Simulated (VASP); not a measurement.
# SnTe (Fm-3m) in VASP: settings compared, part 2 of 2

VASP 6.6.1.

**3. Single point, r2SCAN (34.39 Å³/atom)**

This run uses another cell than the first one, of 34.39 Å³/atom.

Contents of POSCAR:

```
SnTe
1.0
    0.0000000000      3.2519068128      3.2519068128
    3.2519068128      0.0000000000      3.2519068128
    3.2519068128      3.2519068128      0.0000000000
Sn Te
1 1
Direct
    0.0000000000      0.0000000000      0.0000000000
    0.5000000000      0.5000000000      0.5000000000
```

Contents of INCAR.step1:

```
SYSTEM = SnTe
PREC = Accurate
ENCUT = 520
ISMEAR = -1
SIGMA = 0.02
LREAL = .False.
LASPH = .True.
NELM = 80
NBANDS = 17
GGA = PE
ALGO = Normal
EDIFF = 1E-4
LWAVE = .True.
LCHARG = .False.
```

Contents of INCAR.step2:

```
SYSTEM = SnTe
PREC = Accurate
ENCUT = 520
EDIFF = 1E-6
ISMEAR = -1
SIGMA = 0.02
LREAL = .False.
LASPH = .True.
NELM = 80
ALGO = Normal
ISIF = 2
LWAVE = .False.
LCHARG = .False.
METAGGA = R2SCAN
LMIXTAU = .True.
NBANDS = 17
ISTART = 1
```

Contents of KPOINTS:

```
regular mesh
0
Gamma
  6 6 6
  0 0 0
```

Potentials or basis: VASP PAW PBE potentials, release 64 (Sn_d, Te).

Started as:

```console
$ cat potpaw_PBE.64/Sn_d/POTCAR potpaw_PBE.64/Te/POTCAR > POTCAR
$ cp INCAR.step1 INCAR
$ mpirun -np 1 vasp_std > vasp.out
$ cp INCAR.step2 INCAR
$ mpirun -np 1 vasp_std > vasp.out
```

OUTCAR:

```text
SYSTEM = SnTe
   PREC = Accurate
   ENCUT = 520
   EDIFF = 1E-6
   ISMEAR = -1
   LREAL = .False.
   LASPH = .True.
   NELM = 80
   ISIF = 2
   METAGGA = R2SCAN
   ISTART = 1

 ion  position               nearest neighbor table
   1  0.000  0.000  0.000-   2 3.25   2 3.25   2 3.25   2 3.25   2 3.25   2 3.25
   2  0.500  0.500  0.500-   1 3.25   1 3.25   1 3.25   1 3.25   1 3.25   1 3.25

  LATTYP: Found a face centered cubic cell.
 ALAT       =     6.5038136256

[... 496 lines left out ...]
     17      17.1430      0.00000

------------------------ aborting loop because EDIFF is reached ----------------------------------------

  FORCE on cell =-STRESS in cart. coord.  units (eV):
  Direction    XX          YY          ZZ          XY          YZ          ZX
  --------------------------------------------------------------------------------------
  -------------------------------------------------------------------------------------
  Total       -0.9887076     -0.9887076     -0.9887076     -0.0000000     -0.0000000      0.0000000
  in kB      -23.0321333    -23.0321333    -23.0321333     -0.0000000     -0.0000000      0.0000000
  external PRESSURE =     -23.0321333 kB  Pullay stress =       0.0000000 kB

 VOLUME and BASIS-vectors are now :
 -----------------------------------------------------------------------------
  energy-cutoff  :      520.00
  volume of cell :       68.78
      direct lattice vectors                 reciprocal lattice vectors
     0.000000000  3.251906813  3.251906813    -0.153755943  0.153755943  0.153755943
     3.251906813  0.000000000  3.251906813     0.153755943 -0.153755943  0.153755943
     3.251906813  3.251906813  0.000000000     0.153755943  0.153755943 -0.153755943

 POSITION                                       TOTAL-FORCE (eV/Angst)
 -----------------------------------------------------------------------------------
      0.00000      0.00000      0.00000         0.000000      0.000000     -0.000000
      3.25191      3.25191      3.25191         0.000000      0.000000      0.000000
 -----------------------------------------------------------------------------------
    total drift:                               -0.000000      0.000000      0.000000

  FREE ENERGIE OF THE ION-ELECTRON SYSTEM (eV)
  ---------------------------------------------------
  free  energy   TOTEN  =       -50.6551671622 eV

  energy  without entropy=      -50.6551614139  energy(sigma->0) =      -50.65516429
```

OUTCAR.step1:

```text
SYSTEM = SnTe
   PREC = Accurate
   ENCUT = 520
   ISMEAR = -1
   LREAL = .False.
   LASPH = .True.
[... 530 lines left out ...]
      0.00000      0.00000      0.00000        -0.000000      0.000000     -0.000000
      3.25191      3.25191      3.25191         0.000000     -0.000000      0.000000
 -----------------------------------------------------------------------------------
    total drift:                               -0.000000      0.000000      0.000000

  FREE ENERGIE OF THE ION-ELECTRON SYSTEM (eV)
  ---------------------------------------------------
  free  energy   TOTEN  =        -7.5505700014 eV

  energy  without entropy=       -7.5504491066  energy(sigma->0) =       -7.55050955
```

OSZICAR.step1:

```text
N       E                     dE             d eps       ncg     rms          rms(c)
DAV:   1     0.126364243090E+03    0.12636E+03   -0.94018E+03   546   0.129E+03
DAV:   2     0.443688758491E+01   -0.12193E+03   -0.11897E+03   593   0.326E+02
DAV:   3    -0.727974454049E+01   -0.11717E+02   -0.11642E+02   686   0.914E+01
DAV:   4    -0.762198722170E+01   -0.34224E+00   -0.34207E+00   650   0.161E+01
DAV:   5    -0.763537486979E+01   -0.13388E-01   -0.13387E-01   786   0.313E+00    0.370E+00
DAV:   6    -0.754876208777E+01    0.86613E-01   -0.20764E-01   696   0.274E+00    0.232E+00
DAV:   7    -0.754928692001E+01   -0.52483E-03   -0.62813E-02   641   0.110E+00    0.905E-01
DAV:   8    -0.755052813159E+01   -0.12412E-02   -0.76886E-03   656   0.703E-01    0.151E-01
DAV:   9    -0.755055168055E+01   -0.23549E-04   -0.10482E-03   722   0.269E-01    0.494E-02
DAV:  10    -0.755057000143E+01   -0.18321E-04   -0.14624E-04   525   0.907E-02
   1 F= -.75505700E+01 E0= -.75505096E+01  d E =-.120895E-03
```

Wall time 2 min (1 thread of Intel Xeon 8259CL, shared host); peak memory 0.22 GiB.

Results:

- Free energy: -50.6552 eV
- Pressure: -2.3 GPa
- Band gap on the k mesh: 0.31 eV

Caveat: the PAW data sets were made with another functional, which shifts forces and pressure a little; spin-orbit coupling is left out, which moves the levels of the heavy elements. A k mesh can miss the band edges.

**4. Single point, PBE**

This run uses another cell than the first one, of 32.44 Å³/atom.

Contents of INCAR:

```
SYSTEM = SnTe
PREC = Accurate
ENCUT = 520
EDIFF = 1E-6
ISMEAR = -1
SIGMA = 0.02
LREAL = .FALSE.
LASPH = .TRUE.
NELM = 100
ALGO = Normal
ISIF = 2
LWAVE = .FALSE.
LCHARG = .FALSE.
GGA = PE
NBANDS = 17
```

Contents of KPOINTS:

```
Automatic mesh
0
G
  8 8 8
  0 0 0
```

Contents of POSCAR:

```
SnTe
1.0
    0.0000000000      3.1893545680      3.1893545680
    3.1893545680      0.0000000000      3.1893545680
    3.1893545680      3.1893545680      0.0000000000
Sn Te
1 1
Direct
    0.0000000000      0.0000000000      0.0000000000
    0.5000000000      0.5000000000      0.5000000000
```

Started as:

```console
$ cat potpaw_PBE.64/Sn_d/POTCAR potpaw_PBE.64/Te/POTCAR > POTCAR
$ mpirun -np 1 vasp_std > vasp.out
```

It took 41 s on 1 thread of Intel Xeon 8259CL, shared host; peak memory 0.22 GiB.

The run converged. Its results:

```yaml
Free_energy: -7.5619 eV
Pressure: 0.6 GPa
Band_gap_on_the_k_mesh: 0.01 eV
```

Levels at points of the mesh, in eV from the valence-band top:
```
           k point  band 7  band 8  band 9  band 10  band 11  band 12  band 13  band 14
(0.00, 0.00, 0.00)   -4.84   -2.07   -2.07    -2.07     3.25     3.25     3.25     4.79
(0.50, 0.00, 0.00)   -8.17   -1.74   -1.74     0.00     0.01     0.40     0.40     7.67
(0.50, 0.50, 0.00)   -6.47   -5.35   -3.59    -3.59     2.29     4.72     4.72     6.09
```

Caveat: spin-orbit coupling is left out, which moves the levels of the heavy elements.

**5. Single point, r2SCAN**

This run uses another cell than the first one, of 32.44 Å³/atom.

POSCAR is that of step 4.

Contents of INCAR.step1:

```
SYSTEM = SnTe
PREC = Accurate
ENCUT = 520
ISMEAR = -1
SIGMA = 0.02
LREAL = .FALSE.
LASPH = .TRUE.
NELM = 100
NBANDS = 17
GGA = PE
ALGO = Normal
EDIFF = 1E-4
LWAVE = .TRUE.
LCHARG = .FALSE.
```

Contents of INCAR.step2:

```
SYSTEM = SnTe
PREC = Accurate
ENCUT = 520
EDIFF = 1E-6
ISMEAR = -1
SIGMA = 0.02
LREAL = .FALSE.
LASPH = .TRUE.
NELM = 100
ALGO = Normal
ISIF = 2
LWAVE = .FALSE.
LCHARG = .TRUE.
METAGGA = R2SCAN
LMIXTAU = .TRUE.
LELF = .TRUE.
LVHAR = .TRUE.
NBANDS = 17
ISTART = 1
```

Contents of KPOINTS:

```
regular mesh
0
G
  8 8 8
  0 0 0
```

Started as:

```console
$ cat potpaw_PBE.64/Sn_d/POTCAR potpaw_PBE.64/Te/POTCAR > POTCAR
$ cp INCAR.step1 INCAR
$ mpirun -np 1 vasp_std > vasp.out
$ cp INCAR.step2 INCAR
$ mpirun -np 1 vasp_std > vasp.out
```

Wall time 1.9 min (1 thread of Intel Xeon 8259CL, shared host); peak memory 0.23 GiB.

The run converged. Its results:

```
Free energy            : -50.6863 eV
Pressure               : -0.1 GPa
Band gap on the k mesh : 0.14 eV
```

Levels at points of the mesh, in eV from the valence-band top:
```tsv
k point	band 7	band 8	band 9	band 10	band 11	band 12	band 13	band 14
(0.00, 0.00, 0.00)	-4.88	-2.38	-2.38	-2.38	3.36	3.36	3.36	5.04
(0.50, 0.00, 0.00)	-8.60	-2.02	-2.02	0.00	0.14	0.34	0.34	8.13
(0.50, 0.50, 0.00)	-6.73	-5.71	-3.93	-3.93	2.47	4.94	4.94	6.44
```

Caveat: the PAW data sets were made with another functional, which shifts forces and pressure a little; spin-orbit coupling is left out, which moves the levels of the heavy elements.

**6. Overview**

| level | cell | k mesh | gap on the mesh (eV) | pressure (GPa) |
| --- | --- | --- | --- | --- |
| r2SCAN | a = 4.555 Å, angles 60.0°, 2 atoms | 6 × 6 × 6 | 0.23 | -1.2 |
| r2SCAN | a = 4.599 Å, angles 60.0°, 2 atoms | 6 × 6 × 6 | 0.31 | -2.3 |
| PBE | a = 4.510 Å, angles 60.0°, 2 atoms | 8 × 8 × 8 | 0.01 | 0.6 |
| r2SCAN | a = 4.510 Å, angles 60.0°, 2 atoms | 8 × 8 × 8 | 0.14 | -0.1 |

Alike in all rows: task single point; potentials or basis VASP PAW PBE potentials, release 64 (Sn_d, Te); no spin polarisation; cutoff (eV) 520; smearing fermi-dirac 0.02 eV.

Caveats: spin-orbit coupling is left out, which moves the levels of the heavy elements; the PAW data sets were made with another functional, which shifts forces and pressure a little (at least some runs).

Absolute energies hang on the potentials; compare differences alone.

**7. How close it comes**

Step 4. A measured gap of SnTe is 0.18 eV (direct; 300 K; a printed reference work, textbook); the calculated 0.01 eV misses it by -0.17 eV. Spin-orbit coupling on Sn, Te is left out. The value is that of PBE on a finite k mesh, which can miss the band edges, without temperature or zero-point motion. Semilocal functionals fall short of measured gaps as a rule.

Step 5. A measured gap of SnTe is 0.18 eV (direct; 300 K; a printed reference work, textbook); the calculated 0.14 eV misses it by -0.04 eV. Spin-orbit coupling on Sn, Te is left out. The value is that of r2SCAN on a finite k mesh, which can miss the band edges, without temperature or zero-point motion.
